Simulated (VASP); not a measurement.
# Settings for PbO: self-consistent run

PbO, P4/nmm (no. 129), 4 atoms in the cell. MS2; PAW potentials Pb_d, O (PBE set). VASP 6.6.1.

Wanted: levels at the zone centre within 0.01 eV.

What the run is for: levels; Accuracy asked: standard.

Levels at the zone centre: counted from the valence top at that point.

POSCAR:
```
PbO
1.0
    3.9900000000      0.0000000000      0.0000000000
    0.0000000000      3.9900000000      0.0000000000
    0.0000000000      0.0000000000      5.0100000000
Pb O
2 2
Direct
    0.5000000000      0.0000000000      0.7600000000
    0.0000000000      0.5000000000      0.2400000000
    0.5000000000      0.5000000000      0.0000000000
    0.0000000000      0.0000000000      0.0000000000
```

The series start from Plane-wave cutoff (eV): 520; k-point mesh: 6 × 6 × 5; Precision mode (PREC): Accurate; Electronic threshold (eV): 1e-6; Bands in all (NBANDS): 32; Aspherical gradient terms in the spheres (LASPH): yes; Electronic algorithm: ALGO=Normal; Delay and inner steps: defaults; Use of symmetry (ISYM): defaults. Each series keeps the choices made before it, and each single choice may use up half of a tolerance.

## Plane-wave cutoff (eV)

| Plane-wave cutoff (eV) | Levels at the zone centre, largest deviation (eV) | SCF iterations | Time (s) |
|---|---|---|---|
| 320 | 0.024 | 22 | 18 |
| 400 | 0.008 | 22 | 35 |
| 460 | 0.003 | 21 | 37 |
| 520 | 0.001 | 23 | 51 |
| 600 | 0.000 | 23 | 42 |
| 700 | 0.000 | 22 | 61 |
| 840 (reference) | 0.000 | 24 | 92 |

Chosen: 460, the loosest value from which every tighter one stays within half of the tolerance.

## k-point mesh

| k-point mesh | Levels at the zone centre, largest deviation (eV) | SCF iterations | Time (s) |
|---|---|---|---|
| 2 × 2 × 2 | 0.021 | 23 | 12 |
| 3 × 3 × 2 | 0.006 | 23 | 11 |
| 3 × 3 × 3 | 0.006 | 20 | 12 |
| 4 × 4 × 3 | 0.001 | 22 | 17 |
| 5 × 5 × 4 | 0.000 | 21 | 23 |
| 6 × 6 × 5 | 0.000 | 21 | 37 |
| 7 × 7 × 6 | 0.000 | 21 | 41 |
| 9 × 9 × 7 | 0.000 | 21 | 57 |
| 11 × 11 × 9 (reference) | 0.000 | 21 | 98 |

Chosen: 4 × 4 × 3.

## Precision mode (PREC)

| Precision mode (PREC) | Levels at the zone centre, largest deviation (eV) | SCF iterations | Time (s) |
|---|---|---|---|
| Low | 0.007 | 24 | 9.6 |
| SingleN | 0.006 | 26 | 10 |
| Normal | 0.001 | 30 | 13 |
| Accurate (reference) | 0.000 | 22 | 17 |

Chosen: Normal.

## Electronic threshold (eV)

| Electronic threshold (eV) | Levels at the zone centre, largest deviation (eV) | SCF iterations | Time (s) |
|---|---|---|---|
| 0.001 | 0.163 | 16 | 7.4 |
| 0.0001 | 0.001 | 24 | 11 |
| 1e-5 | 0.000 | 26 | 12 |
| 1e-6 | 0.000 | 30 | 13 |
| 1e-7 (reference) | 0.000 | 35 | 16 |

Chosen: 0.0001.

## Bands in all (NBANDS)

| Bands in all (NBANDS) | Levels at the zone centre, largest deviation (eV) | SCF iterations | Time (s) |
|---|---|---|---|
| 21 | 0.004 | 15 | 5.9 |
| 22 | 0.005 | 14 | 5.8 |
| 24 | 0.006 | 18 | 7.3 |
| 26 | 0.003 | 18 | 7.6 |
| 32 | 0.004 | 24 | 11 |
| 44 (reference) | 0.000 | 18 | 9.8 |

Chosen: 26.

## Aspherical gradient terms in the spheres (LASPH)

| Aspherical gradient terms in the spheres (LASPH) | Levels at the zone centre, largest deviation (eV) | SCF iterations | Time (s) |
|---|---|---|---|
| no | 0.026 | 17 | 5.1 |
| yes (reference) | 0.000 | 18 | 7.6 |

Chosen: yes; the one before it in the list is off by more than half of the tolerance.

## Electronic algorithm

| Electronic algorithm | Levels at the zone centre, largest deviation (eV) | SCF iterations | Time (s) |
|---|---|---|---|
| ALGO=Normal | 0.000 | 18 | 7.6 |
| ALGO=Fast | 0.018 | 20 | 9.5 |
| ALGO=VeryFast | 0.003 | 23 | 9.4 |
| ALGO=All ISEARCH=1 | 0.003 | 17 | 10 |
| ALGO=All ISEARCH=0 | 0.003 | 17 | 10 |
| ALGO=Damped TIME=0.4 | 0.003 | 21 | 8.5 |
| ALGO=Damped TIME=0.1 | 0.002 | 30 | 12 |

Chosen: ALGO=Normal; no other choice that stays within half of the tolerance saves 30 % of the time.

## Delay and inner steps

| Delay and inner steps | Levels at the zone centre, largest deviation (eV) | SCF iterations | Time (s) |
|---|---|---|---|
| defaults | 0.000 | 18 | 7.6 |
| NELMDL=-2 | 0.009 | 15 | 7.6 |
| NELMDL=-8 | 0.002 | 20 | 8.2 |
| NELMDL=-12 | 0.002 | 24 | 8.4 |
| NRMM=2 | 0.001 | 18 | 7.5 |
| NRMM=6 | 0.001 | 18 | 7.7 |
| WEIMIN=0.001 | 0.000 | 18 | 7.7 |

Chosen: defaults.

## Use of symmetry (ISYM)

| Use of symmetry (ISYM) | Levels at the zone centre, largest deviation (eV) | SCF iterations | Time (s) |
|---|---|---|---|
| defaults | 0.000 | 18 | 7.6 |
| ISYM=1 | 0.000 | 18 | 7.8 |
| ISYM=0 | 0.002 | 17 | 12 |
| ISYM=-1 | 0.001 | 17 | 17 |

Chosen: defaults.

## All choices together

| Input | Levels at the zone centre, largest deviation (eV) | Time (s) |
|---|---|---|
| the program's defaults (naive) | 0.029 | 4.0 |
| chosen settings | 0.004 | 7.6 |
| reference settings throughout | 0.000 | 381 |

The tolerance is met.

Values of the reference run: Levels at the zone centre: -1.718, 0, 2.421 eV from the valence top at Gamma.

## The input

INCAR:
```
ALGO = Normal
EDIFF = 1E-4
EFERMI = MIDGAP
ENCUT = 460
GGA_COMPAT = F
ISIF = 2
ISMEAR = 0
KPAR = 4
LASPH = T
LCHARG = F
LMIXTAU = T
LREAL = F
LWAVE = F
METAGGA = MS2
NBANDS = 26
NELM = 120
PREC = Normal
SIGMA = 0.03
```

KPOINTS:
```
Automatic mesh
0
Gamma
  4 4 3
  0 0 0
```

Commands:
```
cat potpaw_PBE.64/Pb_d/POTCAR potpaw_PBE.64/O/POTCAR > POTCAR
mpirun -np 4 vasp_std > vasp.out
```

The chosen input took VASP 6.6.1 7.6 s on 4 cores (Intel Xeon 6975P-C (Granite Rapids)), a shared host.

## An input that fails: too few electronic steps

The electronic loop stops at its limit of 5 steps.

Changes against the starting input:
```
- NELM = 120
+ NELM = 5
```
